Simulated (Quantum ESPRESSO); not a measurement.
Wanted: the native input for a Quantum ESPRESSO 7.5 run.

```
Task                : band structure
Functional          : PBEsol
Potentials or basis : GBRV 1.5 PBEsol
Cutoff              : 612 eV
Density cutoff      : 4898 eV
k mesh              : 8 × 8 × 5
Occupations         : fermi-dirac, width 0.05 eV
Spin                : no spin polarisation
Mixing beta         : 0.5
Most SCF iterations : 120
SCF threshold       : 6e-10 Ry
```

Crystal: PtSe2 (Sudovikovite).

```xyz
3
Lattice="3.7240 0.0000 0.0000 -1.8620 3.2251 0.0000 0.0000 0.0000 5.0620" Properties=species:S:1:pos:R:3 pbc="T T T"
Pt    0.0000    0.0000    0.0000
Se    1.8620    1.0750    3.7965
Se    0.0000    2.1501    1.2655
```

The input as run:

pw.in

```
&CONTROL
  calculation = 'scf'
  prefix = 'pwscf'
  outdir = './tmp'
  pseudo_dir = './pseudo'
  tprnfor = .true.
  tstress = .true.
  disk_io = 'low'
/
&SYSTEM
  ibrav = 0
  celldm(1) = 8
  nat = 3
  ntyp = 2
  ecutwfc = 45
  ecutrho = 360
  nbnd = 21
  occupations = 'smearing'
  smearing = 'fd'
  degauss = 0.00367493
/
&ELECTRONS
  conv_thr = 6d-10
  electron_maxstep = 120
  mixing_beta = 0.5
/
ATOMIC_SPECIES
Pt   195.0840 pt_pbesol_v1.4.uspp.F.UPF
Se    78.9710 se_pbesol_v1.uspp.F.UPF
CELL_PARAMETERS alat
  0.8796675110133   0.0000000000000   0.0000000000000
 -0.4398337555066   0.7618144114229   0.0000000000000
  0.0000000000000   0.0000000000000   1.1957242053570
ATOMIC_POSITIONS crystal
Pt     0.0000000000    0.0000000000    0.0000000000
Se     0.6666666667    0.3333333333    0.7500000000
Se     0.3333333333    0.6666666667    0.2500000000
K_POINTS automatic
8 8 5 0 0 0
```

bands.in

```
&CONTROL
  calculation = 'bands'
  prefix = 'pwscf'
  outdir = './tmp'
  pseudo_dir = './pseudo'
  disk_io = 'low'
  verbosity = 'high'
/
&SYSTEM
  ibrav = 0
  celldm(1) = 8
  nat = 3
  ntyp = 2
  ecutwfc = 45
  ecutrho = 360
  nbnd = 21
  occupations = 'smearing'
  smearing = 'fd'
  degauss = 0.00367493
/
&ELECTRONS
  conv_thr = 1d-08
  electron_maxstep = 120
  mixing_beta = 0.5
  diago_full_acc = .true.
  startingwfc = 'random'
/
ATOMIC_SPECIES
Pt   195.0840 pt_pbesol_v1.4.uspp.F.UPF
Se    78.9710 se_pbesol_v1.uspp.F.UPF
CELL_PARAMETERS alat
  0.8796675110133   0.0000000000000   0.0000000000000
 -0.4398337555066   0.7618144114229   0.0000000000000
  0.0000000000000   0.0000000000000   1.1957242053570
ATOMIC_POSITIONS crystal
Pt     0.0000000000    0.0000000000    0.0000000000
Se     0.6666666667    0.3333333333    0.7500000000
Se     0.3333333333    0.6666666667    0.2500000000
K_POINTS crystal
60
 0.0000000000  0.0000000000  0.0000000000 1
 0.0714285714  0.0000000000  0.0000000000 1
 0.1428571429  0.0000000000  0.0000000000 1
 0.2142857143  0.0000000000  0.0000000000 1
 0.2857142857  0.0000000000  0.0000000000 1
 0.3571428571  0.0000000000  0.0000000000 1
 0.4285714286  0.0000000000  0.0000000000 1
 0.5000000000  0.0000000000  0.0000000000 1
 0.4583333333  0.0833333333  0.0000000000 1
 0.4166666667  0.1666666667  0.0000000000 1
 0.3750000000  0.2500000000  0.0000000000 1
 0.3333333333  0.3333333333  0.0000000000 1
 0.2962962963  0.2962962963  0.0000000000 1
 0.2592592593  0.2592592593  0.0000000000 1
 0.2222222222  0.2222222222  0.0000000000 1
 0.1851851852  0.1851851852  0.0000000000 1
 0.1481481481  0.1481481481  0.0000000000 1
 0.1111111111  0.1111111111  0.0000000000 1
 0.0740740741  0.0740740741  0.0000000000 1
 0.0370370370  0.0370370370  0.0000000000 1
 0.0000000000  0.0000000000  0.0000000000 1
 0.0000000000  0.0000000000  0.1250000000 1
 0.0000000000  0.0000000000  0.2500000000 1
 0.0000000000  0.0000000000  0.3750000000 1
 0.0000000000  0.0000000000  0.5000000000 1
 0.0625000000  0.0000000000  0.5000000000 1
 0.1250000000  0.0000000000  0.5000000000 1
 0.1875000000  0.0000000000  0.5000000000 1
 0.2500000000  0.0000000000  0.5000000000 1
 0.3125000000  0.0000000000  0.5000000000 1
 0.3750000000  0.0000000000  0.5000000000 1
 0.4375000000  0.0000000000  0.5000000000 1
 0.5000000000  0.0000000000  0.5000000000 1
 0.4583333333  0.0833333333  0.5000000000 1
 0.4166666667  0.1666666667  0.5000000000 1
 0.3750000000  0.2500000000  0.5000000000 1
 0.3333333333  0.3333333333  0.5000000000 1
 0.3000000000  0.3000000000  0.5000000000 1
 0.2666666667  0.2666666667  0.5000000000 1
 0.2333333333  0.2333333333  0.5000000000 1
 0.2000000000  0.2000000000  0.5000000000 1
 0.1666666667  0.1666666667  0.5000000000 1
 0.1333333333  0.1333333333  0.5000000000 1
 0.1000000000  0.1000000000  0.5000000000 1
 0.0666666667  0.0666666667  0.5000000000 1
 0.0333333333  0.0333333333  0.5000000000 1
 0.0000000000  0.0000000000  0.5000000000 1
 0.5000000000  0.0000000000  0.5000000000 1
 0.5000000000  0.0000000000  0.4166666667 1
 0.5000000000  0.0000000000  0.3333333333 1
 0.5000000000  0.0000000000  0.2500000000 1
 0.5000000000  0.0000000000  0.1666666667 1
 0.5000000000  0.0000000000  0.0833333333 1
 0.5000000000  0.0000000000  0.0000000000 1
 0.3333333333  0.3333333333  0.0000000000 1
 0.3333333333  0.3333333333  0.1000000000 1
 0.3333333333  0.3333333333  0.2000000000 1
 0.3333333333  0.3333333333  0.3000000000 1
 0.3333333333  0.3333333333  0.4000000000 1
 0.3333333333  0.3333333333  0.5000000000 1
```

Potentials or basis: GBRV 1.5 PBEsol.

Command:

```bash
$ OMP_NUM_THREADS=1 mpirun -n 2 pw.x -nk 2 -in pw.in > pw.out
$ OMP_NUM_THREADS=1 mpirun -n 2 pw.x -nk 2 -in bands.in > bands.out
```

Results of the run:

```
Pressure               : 1.8 GPa
Largest force          : 0.332 eV/Å
Band gap on the k mesh : none (metal or under the smearing width)
```

Caveat: spin-orbit coupling is left out, which moves the levels of the heavy elements.

It took 47 s on 2 MPI ranks on Intel(R) Xeon(R) Platinum 8375C CPU @ 2.90GHz (Ice Lake) (shared host), peak memory 0.3 GiB a rank.
